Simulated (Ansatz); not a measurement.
# CuO: the cost of one run

Computed with Ansatz 0.2.0 (DFT PBE+U (U_eff = 8 eV on Cu d), plane waves, PAW, unless a step's input says otherwise).

## 1. The starting structure

Symmetry: F-43m, No. 216, cubic system. The conventional cell has a = 4.655 Å, b = 4.655 Å, c = 4.655 Å, α = 90.00°, β = 90.00°, γ = 90.00°. Cu (site symmetry -43m) is surrounded by 4 O at 2.02 Å. O (site symmetry -43m) has 4 Cu at 2.02 Å as nearest neighbours.

Structure file:

```cif
data_structure
_symmetry_space_group_name_H-M 'P 1'
_symmetry_Int_Tables_number 1
_cell_length_a 3.2912
_cell_length_b 3.2912
_cell_length_c 3.2912
_cell_angle_alpha 60.000
_cell_angle_beta 60.000
_cell_angle_gamma 60.000
_cell_volume 25.21
loop_
_atom_site_label
_atom_site_type_symbol
_atom_site_fract_x
_atom_site_fract_y
_atom_site_fract_z
_atom_site_occupancy
Cu1 Cu 0.00000 0.00000 0.00000 1
O1 O 0.25000 0.25000 0.25000 1
```

Magnetic order typed: ferromagnetic.

An earlier series on this cell reached its lowest free state from «from atoms, symmetry kept, no search», perhaps among other starts.

## 2. Random orbitals: single harmonics, second filling

Input file input.yaml:

```yaml
crystal:
  lattice:
    - [0.0, 2.32725273, 2.32725273]
    - [2.32725273, 0.0, 2.32725273]
    - [2.32725273, 2.32725273, 0.0]
  atoms:
    - { symbol: Cu, position: [0.0, 0.0, 0.0], spin: 1.0 }
    - { symbol: O, position: [0.25, 0.25, 0.25] }
basis:
  ecutwfc: 420
  ecutrho_ratio: 4
kpoints:
  mp_grid: { grid: [7, 7, 7] }
hamiltonian:
  xc: pbe
  hubbard:
    sites:
      - { site: 0, l: d, u_eff: 8.0, starting_ns: [{ spin: up, occupation_matrix: s0up }, { spin: down, occupation_matrix: s0down }] }
    occupation_matrices:
      s0up:
        matrix:
          - [0.97, 0.0, 0.0, 0.0, 0.0]
          - [0.0, 0.97, 0.0, 0.0, 0.0]
          - [0.0, 0.0, 0.97, 0.0, 0.0]
          - [0.0, 0.0, 0.0, 0.97, 0.0]
          - [0.0, 0.0, 0.0, 0.0, 0.97]
      s0down:
        matrix:
          - [0.97, 0.0, 0.0, 0.0, 0.0]
          - [0.0, 0.02, 0.0, 0.0, 0.0]
          - [0.0, 0.0, 0.97, 0.0, 0.0]
          - [0.0, 0.0, 0.0, 0.97, 0.0]
          - [0.0, 0.0, 0.0, 0.0, 0.97]
    ns_hold: { iters: 12 }
scf:
  occupations: { method: gaussian, width: 0.05 }
  lower_state_search: "off"
  max_iter: 150
output:
  forces: true
  stress: true
  eigenvalues: true
  populations: true
  hubbard: { sites: [{ site: 0, l: d }] }
magnetization:
  spin_polarized: true
```

The typed matrices put 0.97 on the chosen orbitals and 0.02 on the others, and are held for 12 cycles.

On the command line:

```
> ansatz run input.yaml --threads 2 --pin off --max-ram 3072MiB --backend cpu --events-out ev --progress --plain --runs-dir out
```

What time and memory should one allow on 2 threads of Arm Neoverse V2, shared host?

About 5.7 s, with a peak of 0.32 GiB.
